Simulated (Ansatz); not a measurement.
# CoO: magnetic order and moments

An exercise on one series of results from a longer session: the logs are not shown, and one member is left open.

Method: DFT PBE+U, scalar-relativistic, plane waves, PAW, in Ansatz 0.2.0.

### The structure to begin with

The structure is cubic, space group Pm-3m (No. 221). Conventional cell: a = 2.558 Å, b = 2.558 Å, c = 2.558 Å, α = 90.00°, β = 90.00°, γ = 90.00°. Around Co (site symmetry m-3m) lie 8 O at 2.22 Å. O (site symmetry m-3m) has 8 Co at 2.22 Å as nearest neighbours.

Coordinates:

```cif
data_structure
_symmetry_space_group_name_H-M 'P 1'
_symmetry_Int_Tables_number 1
_cell_length_a 2.5580
_cell_length_b 2.5580
_cell_length_c 2.5580
_cell_angle_alpha 90.000
_cell_angle_beta 90.000
_cell_angle_gamma 90.000
_cell_volume 16.74
loop_
_atom_site_label
_atom_site_type_symbol
_atom_site_fract_x
_atom_site_fract_y
_atom_site_fract_z
_atom_site_occupancy
Co1 Co 0.00000 0.00000 0.00000 1
O1 O 0.50000 0.50000 0.50000 1
```

This is a hypothetical structure, made by putting the elements on a prototype's sites.

Set-up of the first run:

(A quick probe on a coarse mesh, which set the mesh and smearing, is not shown.)

File input.yaml:

```yaml
crystal:
  lattice:
    - [2.5580026086, 0.0, 0.0]
    - [0.0, 2.5580026086, 0.0]
    - [0.0, 0.0, 2.5580026086]
  atoms:
    - { symbol: Co, position: [0.0, 0.0, 0.0], spin: 2.83 }
    - { symbol: O, position: [0.5, 0.5, 0.5], spin: 0.35 }
basis:
  ecutwfc: 420
kpoints:
  mp_grid: { grid: [8, 8, 8] }
hamiltonian:
  xc: pbe
  hubbard: { sites: [{ species: Co, l: d, u_eff: 3.32 }] }
scf:
  occupations: { method: gaussian, width: 0.1 }
output:
  forces: true
  stress: true
  eigenvalues: true
  populations: true
magnetization:
  spin_polarized: true
relax:
  adjacent_minimum: "off"
  f_tol: 0.05
  max_steps: 80
  cell: { stress_tol: 0.5 }
```

Run with:

```console
$ ansatz run input.yaml --threads 1 --pin off --max-ram 2560MiB --backend cpu --events-out ev --progress --plain --runs-dir out
```

Among the steps run: Rough relaxation on the coarse mesh; Full relaxation; Start: no spin polarisation; Magnetic start: ferromagnetic; Start: large parallel starting moments; Magnetic start: antiferromagnetic, doubled cell, propagation vector (0, 0, 1/2); Magnetic start: antiferromagnetic, doubled cell, propagation vector (0, 1/2, 1/2); Start: antiferromagnetic, doubled cell, propagation vector (1/2, 1/2, 1/2); Magnetic start: small parallel starting moments.

One of the session's tables, all rows but one given; the rest of the session is left out.

It belongs to the step «The magnetic starts in order of energy». 

| start | energy above the lowest (meV/atom) | gap on the mesh (eV) | pressure (GPa) |
| --- | --- | --- | --- |
| antiferromagnetic, doubled cell, propagation vector (0, 0, 1/2) | 0.00 | 1.40 | -2.9 |
| antiferromagnetic, doubled cell, propagation vector (1/2, 1/2, 1/2) | 9.86 | 1.39 | -2.8 |
| antiferromagnetic, doubled cell, propagation vector (0, 1/2, 1/2) | ? | ? | ? |
| ferromagnetic | 56.1 | 0.87 | 0.0 |
| large parallel starting moments | 56.1 | 0.87 | 0.0 |
| small parallel starting moments | 56.1 | 0.87 | 0.0 |
| no spin | 1353 | metal | -19.1 |

Q: Estimate the row for antiferromagnetic, doubled cell, propagation vector (0, 1/2, 1/2) from the others.

The run gave: energy above the lowest (meV/atom): 50.1; gap on the mesh (eV): 1.08; pressure (GPa): -0.3. In the column «energy above the lowest (meV/atom)» it lies between antiferromagnetic, doubled cell, propagation vector (1/2, 1/2, 1/2) (9.86) and ferromagnetic (56.1).

To keep in mind: The magnetic state reached may not be the lowest one. Warnings in the runs' records: filled band counts differ across k points, given moment on shells.
